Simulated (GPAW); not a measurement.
Input of a GPAW 26.7.0 run:

Contents of run.py:

```python
from ase.dft.bandgap import bandgap
from ase.io import read, write
from ase.units import GPa
from gpaw import GPAW, PW

atoms = read('POSCAR')

calc = GPAW(mode=PW(800),
            xc='PBE',
            kpts={'size': (10, 10, 5), 'gamma': True},
            occupations={'name': 'fermi-dirac', 'width': 0.05},
            nbands=34,
            convergence={'density': 1e-05, 'energy': 1e-05},
            maxiter=150,
            txt='gpaw.txt')
atoms.calc = calc
energy = atoms.get_potential_energy()
forces = atoms.get_forces()
stress = atoms.get_stress()
calc.write('gs.gpw')
write('result.traj', atoms)
print(f'Energy: {energy:.6f} eV')
print('Forces (eV/A):')
print(forces.round(4))
print('Stress (GPa):', (stress / GPa).round(3))
print('Fermi level:', round(calc.get_fermi_level(), 4), 'eV')
print(f'Gap: {bandgap(calc)[0]:.4f} eV, direct: {bandgap(calc, direct=True)[0]:.4f} eV')

path = atoms.cell.bandpath('GMKGALHA,LM,KH', npoints=60, eps=1e-4)
bs_calc = calc.fixed_density(kpts=path, symmetry='off', nbands=48,
                             convergence={'bands': 'CBM+6.0', 'eigenstates': 1e-6}, txt='bands.txt')
bs = bs_calc.band_structure()
bs.write('bs.json')
print(f'Gap on the path: {bandgap(bs_calc)[0]:.4f} eV')
```

The input POSCAR:

```
TaN
1.0
    2.9217699809      0.0000000000      0.0000000000
   -1.4608849905      2.5303270275      0.0000000000
    0.0000000000      0.0000000000      5.9165150000
Ta N
2 2
Direct
    0.0000000000      0.0000000000      0.5000000000
    0.0000000000      0.0000000000      0.0000000000
    0.3333333333      0.6666666667      0.2500000000
    0.6666666667      0.3333333333      0.7500000000
```

Potentials or basis: GPAW PAW data sets (gpaw-data 1.2.1), pw.

Launch:

```console
$ OMP_NUM_THREADS=1 python run.py
```

**Question.** Predict the pressure.

**Answer.** -1.2 GPa.

**Question.** Estimate the band gap along the path.

**Answer.** None (metal or under the smearing width).

Levels at the corners of the path, in eV from the Fermi level:
| point | band 14 | band 15 | band 16 | band 17 | band 18 | band 19 | band 20 | band 21 | band 22 | band 23 |
| --- | --- | --- | --- | --- | --- | --- | --- | --- | --- | --- |
| Γ | -4.25 | -3.50 | -2.00 | -2.00 | -0.22 | -0.22 | 0.55 | 0.55 | 2.34 | 3.12 |
| M | -5.36 | -4.15 | -3.67 | -2.81 | -2.10 | 2.82 | 3.92 | 4.77 | 5.11 | 5.37 |
| K | -5.90 | -5.90 | -3.84 | 0.20 | 0.20 | 0.94 | 0.94 | 2.00 | 4.89 | 6.24 |
| Γ | -4.25 | -3.50 | -2.00 | -2.00 | -0.22 | -0.22 | 0.55 | 0.55 | 2.34 | 3.12 |
| A | -3.84 | -3.84 | -3.84 | -0.66 | -0.66 | 0.98 | 0.98 | 0.98 | 0.98 | 4.28 |
| L | -5.85 | -4.32 | -4.32 | -2.19 | -2.19 | 3.86 | 3.86 | 4.71 | 4.71 | 5.59 |
| H | -5.74 | -5.66 | -5.66 | -0.43 | -0.43 | 2.68 | 2.68 | 3.09 | 3.09 | 3.93 |
| A | -3.84 | -3.84 | -3.84 | -0.66 | -0.66 | 0.98 | 0.98 | 0.98 | 0.98 | 4.28 |
| L | -5.85 | -4.32 | -4.32 | -2.19 | -2.19 | 3.86 | 3.86 | 4.71 | 4.71 | 5.59 |
| M | -5.36 | -4.15 | -3.67 | -2.81 | -2.10 | 2.82 | 3.92 | 4.77 | 5.11 | 5.37 |
| K | -5.90 | -5.90 | -3.84 | 0.20 | 0.20 | 0.94 | 0.94 | 2.00 | 4.89 | 6.24 |
| H | -5.74 | -5.66 | -5.66 | -0.43 | -0.43 | 2.68 | 2.68 | 3.09 | 3.09 | 3.93 |

Caveat: spin-orbit coupling is left out, which moves the levels of the heavy elements.
